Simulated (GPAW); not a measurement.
Runs of GPAW 26.7.0 on Na2S. It takes space group Fm-3m (No. 225, cubic). The conventional cell has a = 6.547 Å, b = 6.547 Å, c = 6.547 Å, α = 90.00°, β = 90.00°, γ = 90.00°. S (site symmetry m-3m) has 8 Na at 2.83 Å as nearest neighbours. Na (site symmetry -43m) is surrounded by 4 S at 2.83 Å. 

```tsv
task	level	potentials or basis	cell	k mesh	optimizer	fmax	max steps	target pressure	convergence	gap on the mesh (eV)	pressure (GPa)
relaxation of cell and atoms	PBEsol	PAW data sets generated in the run's folder for this functional, pw	relaxed to 20 GPa	7 × 7 × 7	BFGS	0.02 eV/Å	60	20 GPa	density=1e-05 forces=0.0001	3.66	19.8
relaxation of cell and atoms	PBEsol	PAW data sets generated in the run's folder for this functional, pw	relaxed	7 × 7 × 7	BFGS	0.02 eV/Å	60	-	density=1e-05 forces=0.0001	2.42	0.0
relaxation of cell and atoms	PBEsol	PAW data sets generated in the run's folder for this functional, pw	relaxed to 2 GPa	7 × 7 × 7	BFGS	0.02 eV/Å	60	2 GPa	density=1e-05 forces=0.0001	(a)	2.0
band structure	LDA	the program's PAW data sets (release 1.2.1) made for this functional, pw	as given	7 × 7 × 7	-	-	-	-	-	2.24	-2.1
relaxation of cell and atoms	PBEsol	PAW data sets generated in the run's folder for this functional, pw	relaxed to 30 GPa	7 × 7 × 7	BFGS	0.02 eV/Å	60	30 GPa	density=1e-05 forces=0.0001	3.81	30.0
band structure	PBEsol	PAW data sets generated in the run's folder for this functional, pw	as given	7 × 7 × 7	-	-	-	-	-	2.36	(b)
single point	TB-mBJ	GPAW PAW data sets for LDA (gpaw-data 1.2.1), pw	as given	8 × 8 × 8	-	-	-	-	-	4.66	-
relaxation of cell and atoms	PBEsol	PAW data sets generated in the run's folder for this functional, pw	relaxed to 10 GPa	7 × 7 × 7	BFGS	0.02 eV/Å	60	10 GPa	density=1e-05 forces=0.0001	3.18	10.1
relaxation of cell and atoms	PBEsol	PAW data sets generated in the run's folder for this functional, pw	relaxed to 5 GPa	7 × 7 × 7	BFGS	0.02 eV/Å	60	5 GPa	density=1e-05 forces=0.0001	2.85	4.9
```

Alike in all rows: no spin polarisation; cutoff (eV) 800; smearing fermi-dirac 0.05 eV.

**Question.** Fill in the values left out.

**Answer.** (a) 2.62; (b) -0.5.

Caveats: later steps reuse the first step's grids (some runs); an odd mesh through Γ misses points on the zone boundary, where band edges often lie (some runs); a model potential gives levels but no total energy (some runs); the PAW data sets were made with another functional, which shifts forces and pressure a little (some runs).
